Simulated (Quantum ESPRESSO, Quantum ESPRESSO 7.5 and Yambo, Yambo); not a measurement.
## Quasiparticle gap of BeS (F-43m) in Yambo

Aim: the G0W0 gap of BeS (F-43m) on PBE, step by step.

Program: Quantum ESPRESSO 7.5 and Yambo 5.3.0. Level of theory: PBE and many-body steps on it, plane waves. Results are calculated unless marked as measured.

The database entry behind the starting cell differs from later determinations by our own check (0.1 to 0.3 % short, probably kX units), so it need not match the best structure at ambient conditions.

### 1. The structure

It takes space group F-43m (No. 216, cubic). The conventional cell has a = 4.850 Å, b = 4.850 Å, c = 4.850 Å, α = 90.00°, β = 90.00°, γ = 90.00°. Nearest to Be lie 4 S at 2.10 Å. S has 4 Be at 2.10 Å nearest. Farther neighbours and most contacts between anions are not listed.

The cell and positions come from the Crystallography Open Database and are kept as given unless a step says otherwise.

### 2. Ground state

This step: Quantum ESPRESSO 7.5; DFT, PBE, plane waves, norm-conserving pseudopotentials.

The ground-state density comes first.

pw.in reads:

```
&control
  calculation = 'scf'
  prefix = 'x'
  outdir = 'o'
  pseudo_dir = 'pseudo'
/
&system
  ibrav = 0
  nat = 2
  ntyp = 2
  ecutwfc = 76.0
  nbnd = 10
  force_symmorphic = .true.
/
&electrons
  conv_thr = 1e-10
  electron_maxstep = 80
  mixing_beta = 0.5
/
ATOMIC_SPECIES
  Be 9.012 Be.upf
  S 32.06 S.upf
CELL_PARAMETERS angstrom
  0.0000000000 2.4250000000 2.4250000000
  2.4250000000 -0.0000000000 2.4250000000
  2.4250000000 2.4250000000 -0.0000000000
ATOMIC_POSITIONS crystal
  Be 0.0000000000 0.0000000000 0.0000000000
  S 0.2500000000 0.2500000000 0.2500000000
K_POINTS automatic
  8 8 8 0 0 0
```

On the command line:

```bash
> OMP_NUM_THREADS=1 mpirun -n 4 pw.x -nk 4 -in pw.in > pw.out
```

Output:

```text
Program PWSCF v.7.5 starts

     This program is part of the open-source Quantum ESPRESSO suite
     for quantum simulation of materials; please cite
         "P. Giannozzi et al., J. Phys.:Condens. Matter 21 395502 (2009);
         "P. Giannozzi et al., J. Phys.:Condens. Matter 29 465901 (2017);
         "P. Giannozzi et al., J. Chem. Phys. 152 154105 (2020);
     in publications or presentations arising from this work. More details at
     Message from routine setup:
     using ibrav=0 with symmetry is DISCOURAGED, use correct ibrav instead

     G-vector sticks info

     bravais-lattice index     =            0
     lattice parameter (alat)  =       6.4808  a.u.
     unit-cell volume          =     192.4695 (a.u.)^3
     number of atoms/cell      =            2
     number of atomic types    =            2
     number of electrons       =        10.00
     number of Kohn-Sham states=           10
     kinetic-energy cutoff     =      76.0000  Ry
     charge density cutoff     =     304.0000  Ry
     scf convergence threshold =      1.0E-10
     mixing beta               =       0.5000
     number of iterations used =            8  plain     mixing
     Exchange-correlation= PBE
                           (   1   4   3   4   0   0   0)

     celldm(1)=   6.480755  celldm(2)=   0.000000  celldm(3)=   0.000000
     celldm(4)=   0.000000  celldm(5)=   0.000000  celldm(6)=   0.000000

     crystal axes: (cart. coord. in units of alat)
               a(1) = (   0.000000   0.707107   0.707107 )
               a(2) = (   0.707107  -0.000000   0.707107 )
               a(3) = (   0.707107   0.707107  -0.000000 )

     reciprocal axes: (cart. coord. in units 2 pi/alat)
               b(1) = ( -0.707107  0.707107  0.707107 )
               b(2) = (  0.707107 -0.707107  0.707107 )
               b(3) = (  0.707107  0.707107 -0.707107 )
     Pseudo is Norm-conserving, Zval =  4.0
     Generated using ONCVPSP code by D. R. Hamann
     Using radial grid of 1358 points,  4 beta functions with:
     Pseudo is Norm-conserving + core correction, Zval =  6.0
     Generated using ONCVPSP code by D. R. Hamann
     Using radial grid of 1146 points,  6 beta functions with:
     Be                4.00     9.01200     Be( 1.00)
     S                 6.00    32.06000     S ( 1.00)

     24 Sym. Ops. (no inversion) found

   Cartesian axes

     site n.     atom                  positions (alat units)
         1        Be     tau(   1) = (   0.0000000   0.0000000   0.0000000  )
         2        S      tau(   2) = (   0.3535534   0.3535534   0.3535534  )

     number of k points=    29
                       cart. coord. in units 2pi/alat
        k(    1) = (   0.0000000   0.0000000   0.0000000), wk =   0.0039062
        k(    2) = (   0.0883883   0.0883883  -0.0883883), wk =   0.0312500
        k(    3) = (   0.1767767   0.1767767  -0.1767767), wk =   0.0312500
        k(    4) = (   0.2651650   0.2651650  -0.2651650), wk =   0.0312500
        k(    5) = (  -0.3535534  -0.3535534   0.3535534), wk =   0.0156250
        k(    6) = (   0.1767767   0.0000000   0.0000000), wk =   0.0234375
        k(    7) = (   0.2651650   0.0883883  -0.0883883), wk =   0.0937500
        k(    8) = (   0.3535534   0.1767767  -0.1767767), wk =   0.0937500
        k(    9) = (  -0.2651650  -0.4419417   0.4419417), wk =   0.0937500
        k(   10) = (  -0.1767767  -0.3535534   0.3535534), wk =   0.0937500
     [... 17 further rows ...]
        k(   28) = (  -0.7071068   0.1767767  -0.0000000), wk =   0.0468750
        k(   29) = (  -0.7071068   0.3535534   0.0000000), wk =   0.0234375

     Dense  grid:    17153 G-vectors     FFT dimensions: (  36,  36,  36)

     Initial potential from superposition of free atoms

     starting charge       9.9998, renormalised to      10.0000
     Starting wfcs are    6 randomized atomic wfcs +    4 random wfcs

     per-process dynamical memory:    16.4 Mb

     Self-consistent Calculation

     iteration #  1     ecut=    76.00 Ry     beta= 0.50

     Threshold (ethr) on eigenvalues was too large:
     Diagonalizing with lowered threshold

     total energy              =     -50.13849519 Ry
     estimated scf accuracy    <       0.04439726 Ry

     iteration #  2     ecut=    76.00 Ry     beta= 0.50

     total energy              =     -50.13958763 Ry
     estimated scf accuracy    <       0.00657459 Ry

     iteration #  3     ecut=    76.00 Ry     beta= 0.50

     total energy              =     -50.13994227 Ry
     estimated scf accuracy    <       0.00023111 Ry

     iteration #  4     ecut=    76.00 Ry     beta= 0.50

     total energy              =     -50.13996347 Ry
     estimated scf accuracy    <       0.00001712 Ry

     iteration #  5     ecut=    76.00 Ry     beta= 0.50

     total energy              =     -50.13996520 Ry
     estimated scf accuracy    <       0.00000006 Ry

     iteration #  6     ecut=    76.00 Ry     beta= 0.50

     total energy              =     -50.13996530 Ry
     estimated scf accuracy    <       0.00000001 Ry

     iteration #  7     ecut=    76.00 Ry     beta= 0.50

     total energy              =     -50.13996530 Ry
     estimated scf accuracy    <          4.4E-10 Ry

     iteration #  8     ecut=    76.00 Ry     beta= 0.50

     End of self-consistent calculation

          k = 0.0000 0.0000 0.0000 (  2109 PWs)   bands (ev):

   -93.4268  -8.1539   5.5347   5.5347   5.5347  11.1986  11.1986  11.1986
    11.4248  18.1864

          k = 0.0884 0.0884-0.0884 (  2133 PWs)   bands (ev):

   -93.4270  -7.9769   4.3357   5.3359   5.3359  11.1392  11.5533  11.5533
    12.6976  17.5383

          k = 0.1768 0.1768-0.1768 (  2154 PWs)   bands (ev):

   -93.4272  -7.4892   2.2341   4.9391   4.9391  11.0902  12.0948  12.0948
    14.8033  17.3167

          k = 0.2652 0.2652-0.2652 (  2153 PWs)   bands (ev):

     [... further k-points ...]

     highest occupied, lowest unoccupied level (ev):     5.5347    8.6482

!    total energy              =     -50.13996530 Ry
     estimated scf accuracy    <          7.3E-11 Ry

     The total energy is the sum of the following terms:
     one-electron contribution =     -16.21966133 Ry
     hartree contribution      =       7.57529606 Ry
     xc contribution           =     -11.28277223 Ry
     ewald contribution        =     -30.21282779 Ry

     convergence has been achieved in   8 iterations

     XML data file, charge density, pseudopotentials, collected wavefunctions

=------------------------------------------------------------------------------=
   JOB DONE.
=------------------------------------------------------------------------------=
```

Wall time 3.5 s (4 MPI ranks of Arm Neoverse V1, shared host); peak memory 0.2 GiB.

This step gave:

```yaml
total_energy: -682.1890 eV
gap: 3.113 eV
k_of_the_valence_top: 0, 0, 0
k_of_the_conduction_bottom: 0, -0.5, -0.5
least_direct_gap: 5.664 eV
```

The gap is indirect, with the least direct gap 2.55 eV higher.

### 3. Bands along the symmetry lines

Levels along a band path, at the cheap level, show where the edges lie and whether the meshes to come will hold them.

pw.in reads:

```
&control
  calculation = 'bands'
  prefix = 'x'
  outdir = 'o'
  pseudo_dir = 'pseudo'
/
&system
  ibrav = 0
  nat = 2
  ntyp = 2
  ecutwfc = 76.0
  nbnd = 11
  force_symmorphic = .true.
/
&electrons
  conv_thr = 1e-9
  electron_maxstep = 80
  diago_full_acc = .true.
  diago_thr_init = 5e-6
/
ATOMIC_SPECIES
  Be 9.012 Be.upf
  S 32.06 S.upf
CELL_PARAMETERS angstrom
  0.0000000000 2.4250000000 2.4250000000
  2.4250000000 -0.0000000000 2.4250000000
  2.4250000000 2.4250000000 -0.0000000000
ATOMIC_POSITIONS crystal
  Be 0.0000000000 0.0000000000 0.0000000000
  S 0.2500000000 0.2500000000 0.2500000000
K_POINTS crystal
  50
  0.00000000 0.00000000 0.00000000 1
  -0.06250000 -0.06250000 0.00000000 1
  -0.12500000 -0.12500000 0.00000000 1
  -0.18750000 -0.18750000 0.00000000 1
  -0.25000000 -0.25000000 0.00000000 1
  -0.31250000 -0.31250000 0.00000000 1
  -0.37500000 -0.37500000 0.00000000 1
  -0.43750000 -0.43750000 0.00000000 1
  -0.50000000 -0.50000000 0.00000000 1
  -0.48437500 -0.48437500 0.03125000 1
  -0.46875000 -0.46875000 0.06250000 1
  -0.45312500 -0.45312500 0.09375000 1
  -0.43750000 -0.43750000 0.12500000 1
  -0.42187500 -0.42187500 0.15625000 1
  -0.40625000 -0.40625000 0.18750000 1
  -0.39062500 -0.39062500 0.21875000 1
  -0.37500000 -0.37500000 0.25000000 1
  -0.37500000 0.00000000 0.37500000 1
  -0.32812500 0.00000000 0.32812500 1
  -0.28125000 0.00000000 0.28125000 1
  -0.23437500 0.00000000 0.23437500 1
  -0.18750000 0.00000000 0.18750000 1
  -0.14062500 0.00000000 0.14062500 1
  -0.09375000 0.00000000 0.09375000 1
  -0.04687500 0.00000000 0.04687500 1
  0.00000000 0.00000000 0.00000000 1
  0.00000000 0.00000000 0.06250000 1
  0.00000000 0.00000000 0.12500000 1
  0.00000000 0.00000000 0.18750000 1
  0.00000000 0.00000000 0.25000000 1
  0.00000000 0.00000000 0.31250000 1
  0.00000000 0.00000000 0.37500000 1
  0.00000000 0.00000000 0.43750000 1
  -0.00000000 -0.00000000 0.50000000 1
  -0.06250000 -0.03125000 0.46875000 1
  -0.12500000 -0.06250000 0.43750000 1
  -0.18750000 -0.09375000 0.40625000 1
  -0.25000000 -0.12500000 0.37500000 1
  -0.31250000 -0.15625000 0.34375000 1
  -0.37500000 -0.18750000 0.31250000 1
  -0.43750000 -0.21875000 0.28125000 1
  -0.50000000 -0.25000000 0.25000000 1
  -0.50000000 -0.28125000 0.21875000 1
  -0.50000000 -0.31250000 0.18750000 1
  -0.50000000 -0.34375000 0.15625000 1
  -0.50000000 -0.37500000 0.12500000 1
  -0.50000000 -0.40625000 0.09375000 1
  -0.50000000 -0.43750000 0.06250000 1
  -0.50000000 -0.46875000 0.03125000 1
  -0.50000000 -0.50000000 0.00000000 1
```

Output:

```text
[banner, memory and clock lines left out]
Program PWSCF v.7.5 starts

     Atomic positions and unit cell read from directory:
     o/x.save/

     Message from routine setup:
     using ibrav=0 with symmetry is DISCOURAGED, use correct ibrav instead

     G-vector sticks info

     bravais-lattice index     =            0
     lattice parameter (alat)  =       6.4808  a.u.
     unit-cell volume          =     192.4695 (a.u.)^3
     number of atoms/cell      =            2
     number of atomic types    =            2
     number of electrons       =        10.00
     number of Kohn-Sham states=           11
     kinetic-energy cutoff     =      76.0000  Ry
     charge density cutoff     =     304.0000  Ry
     Exchange-correlation= PBE
                           (   1   4   3   4   0   0   0)

     celldm(1)=   6.480755  celldm(2)=   0.000000  celldm(3)=   0.000000
     celldm(4)=   0.000000  celldm(5)=   0.000000  celldm(6)=   0.000000

     crystal axes: (cart. coord. in units of alat)
               a(1) = (   0.000000   0.707107   0.707107 )
               a(2) = (   0.707107  -0.000000   0.707107 )
               a(3) = (   0.707107   0.707107  -0.000000 )

     reciprocal axes: (cart. coord. in units 2 pi/alat)
               b(1) = ( -0.707107  0.707107  0.707107 )
               b(2) = (  0.707107 -0.707107  0.707107 )
               b(3) = (  0.707107  0.707107 -0.707107 )
     Pseudo is Norm-conserving, Zval =  4.0
     Generated using ONCVPSP code by D. R. Hamann
     Using radial grid of 1358 points,  4 beta functions with:
     Pseudo is Norm-conserving + core correction, Zval =  6.0
     Generated using ONCVPSP code by D. R. Hamann
     Using radial grid of 1146 points,  6 beta functions with:
     Be                4.00     9.01200     Be( 1.00)
     S                 6.00    32.06000     S ( 1.00)

     24 Sym. Ops. (no inversion) found

   Cartesian axes

     site n.     atom                  positions (alat units)
         1        Be     tau(   1) = (   0.0000000   0.0000000   0.0000000  )
         2        S      tau(   2) = (   0.3535534   0.3535534   0.3535534  )

     number of k points=    50
                       cart. coord. in units 2pi/alat
        k(    1) = (   0.0000000   0.0000000   0.0000000), wk =   0.0400000
        k(    2) = (   0.0000000   0.0000000  -0.0883883), wk =   0.0400000
        k(    3) = (   0.0000000   0.0000000  -0.1767767), wk =   0.0400000
[...]
[... 38 further rows ...]
        k(   49) = (   0.0441942  -0.0000000  -0.7071068), wk =   0.0400000
        k(   50) = (   0.0000000   0.0000000  -0.7071068), wk =   0.0400000

     Dense  grid:    17153 G-vectors     FFT dimensions: (  36,  36,  36)

     The potential is recalculated from file :
     o/x.save/charge-density

     Starting wfcs are    6 randomized atomic wfcs +    5 random wfcs

     Band Structure Calculation

     End of band structure calculation

          k = 0.0000 0.0000 0.0000 (  2109 PWs)   bands (ev):

   -93.4267  -8.1539   5.5347   5.5347   5.5347  11.1986  11.1986  11.1986
    11.4248  18.1864  18.1864

          k = 0.0000 0.0000-0.0884 (  2125 PWs)   bands (ev):

   -93.4269  -8.0941   5.2571   5.3666   5.3666  11.0221  11.4573  11.4573
    11.8230  17.5313  18.2685

          k = 0.0000 0.0000-0.1768 (  2137 PWs)   bands (ev):

   -93.4270  -7.9180   4.5703   4.9478   4.9478  10.7484  12.1461  12.1461
    12.5258  16.3599  18.5122

          k =-0.0000 0.0000-0.2652 (  2141 PWs)   bands (ev):

[...]
k = 0.0000 0.0000-0.3536 (  2141 PWs)   bands (ev):

[...]
k = 0.0000-0.0000-0.4419 (  2153 PWs)   bands (ev):

[...]
k =-0.0000 0.0000-0.5303 (  2152 PWs)   bands (ev):

[...]
k = 0.0000-0.0000-0.6187 (  2156 PWs)   bands (ev):

[...]
k = 0.5303-0.0000-0.5303 (  2149 PWs)   bands (ev):

[...]
k = 0.0000 0.0000 0.0000 (  2109 PWs)   bands (ev):

[...]
k = 0.1326 0.0000-0.7071 (  2154 PWs)   bands (ev):

[...]
k = 0.0884-0.0000-0.7071 (  2154 PWs)   bands (ev):

[...]
k = 0.0442-0.0000-0.7071 (  2162 PWs)   bands (ev):

   -93.4271  -6.0035   0.5391   2.8609   2.8640   8.7343  10.5229  18.1817
    18.1888  20.9001  21.2073

          k = 0.0000 0.0000-0.7071 (  2164 PWs)   bands (ev):

   -93.4271  -6.0056   0.5237   2.8962   2.8962   8.6482  10.4528  18.2751
    18.2751  21.0979  21.5538

     XML data file, pseudopotentials, collected wavefunctions
```

Run time: 2.8 s. Hardware: 4 MPI ranks; peak memory 0.18 GiB; 11 s of CPU time.

This step gave:

```yaml
gap: 3.114 eV
k_of_the_valence_top: 0, 0, 0
k_of_the_conduction_bottom: -0.5, -0.5, 0
least_direct_gap: 5.656 eV
```

The gap is 3.114 eV, as in the run before at this level.

Electronic bands along the path, in eV, zero at the top of the highest filled band; v1 is the highest filled band, c1 the lowest empty one:

```tsv
point	v4	v3	v2	v1	c1	c2	c3	c4
Γ	-13.69	0.00	0.00	0.00	5.66	5.66	5.66	5.89
halfway	-12.80	-2.73	-1.61	-1.61	4.45	6.60	8.69	8.69
X	-11.54	-5.01	-2.64	-2.64	3.11	4.92	12.74	12.74
halfway	-11.53	-4.89	-3.19	-2.52	3.64	5.54	11.99	12.28
U	-11.55	-4.55	-4.09	-2.19	4.36	7.50	10.53	11.34
jump to K	-11.55	-4.55	-4.09	-2.19	4.36	7.50	10.53	11.34
halfway	-12.73	-3.53	-2.14	-0.59	6.32	6.89	7.23	8.66
Γ	-13.69	0.00	0.00	0.00	5.66	5.66	5.66	5.89
halfway	-13.02	-3.30	-0.60	-0.60	5.56	6.56	6.56	9.27
L	-12.08	-5.78	-1.03	-1.03	5.48	6.55	6.55	11.22
halfway	-11.81	-5.25	-2.77	-1.84	6.09	6.58	9.11	10.48
W	-11.49	-4.24	-3.86	-3.34	6.46	8.08	8.44	8.84
halfway	-11.51	-4.77	-3.12	-3.02	4.35	5.95	11.09	11.35
X	-11.54	-5.01	-2.64	-2.64	3.11	4.92	12.74	12.74
```

The electronic bands as a text plot (rows in eV, shown from -8.0 to 9.1 only):

```
    8.8 |     ++            +++++                     +  +++
    8.0 |                     ++ ++        +         +   ++
    7.3 |  +++            +   +++  ++    ++         +   +  ++
    6.6 | +++ ++         +      ++++++  +  +++++++++++++ ++
    5.9 |++     ++      +     ++ ++++++++++++     +++++++  +++
    5.2 | ++++    ++++++   +++               +++++            +++
    4.5 |     ++         ++                                  +
    3.8 |       +++    ++                                     ++
    3.1 |          ++++                                         +
    2.3 |
    1.6 |
    0.9 |
    0.2 |*                         ******
   -0.5 | ***                   ******  *******
   -1.2 |  ***              **** ****    **    *******
   -1.9 |    *****       ***    *          *        ****
   -2.7 |     **  *******     ** **                   * *     ***
   -3.4 |       **     **   **  *           *          *******
   -4.1 |         *      ***  **             **          ***
   -4.8 |          ***********                 *       **   *****
   -5.5 |                                       *******
   -6.2 |
   -6.9 |
   -7.6 |
         Γ           X  U|K            Γ         L        W     X
```

(Continued in part 2 of 3.)

[Paths, hosts, dates, memory and timing lines, banners, echoed tables and standing remarks are left out of the program output.]

[Logs are printed without paths, hosts, clocks, repeated set-up lines and the standing remarks that a program may print on its own settings, such as how far it seeks lower states.]

[Runs of the session that timed out or met a known fault of the program may be left out.]

[Hosts, paths, dates, database ids (printed as entryN), source tags and the programs' standing remarks are cut or masked in the printed files.]
